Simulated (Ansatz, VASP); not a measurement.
SrCl2: VASP beside Ansatz

```
CELL_PARAMETERS angstrom
0.00000 3.47942 3.47942
3.47942 0.00000 3.47942
3.47942 3.47942 0.00000
ATOMIC_POSITIONS crystal
Sr 0.00000 0.00000 0.00000
Cl 0.75000 0.75000 0.75000
Cl 0.25000 0.25000 0.25000
```

Alike in both runs: functional PBE; dispersion D3(BJ); k mesh 6 × 6 × 6; occupations gaussian, width 0.02 eV; no spin polarisation.

Ansatz relaxed the structure, and its values are those at the end. VASP's run is a single point on that final structure, the one shown.

```csv
,VASP,Ansatz
version,VASP 6.6.1,Ansatz 0.2.0
potentials or method,"VASP PAW PBE potentials, release 64 (Sr_sv, Cl)","scalar-relativistic, plane waves, PAW"
plane-wave cutoff (eV),520,420
valence electrons in the cell,24,24
```

Ansatz gave:

```
gap on the k mesh at the Fermi level (eV) : 5.37
least direct gap on the mesh (eV)         : 5.50
pressure (GPa)                            : 0.0
```

Question: Estimate VASP's values.

Answer: gap on the k mesh at the Fermi level (eV): 5.37; least direct gap on the mesh (eV): 5.50; pressure (GPa): 0.1.

A k mesh can miss the band edges. Expect the measured gap to be larger: semilocal functionals such as PBE lack the derivative discontinuity.
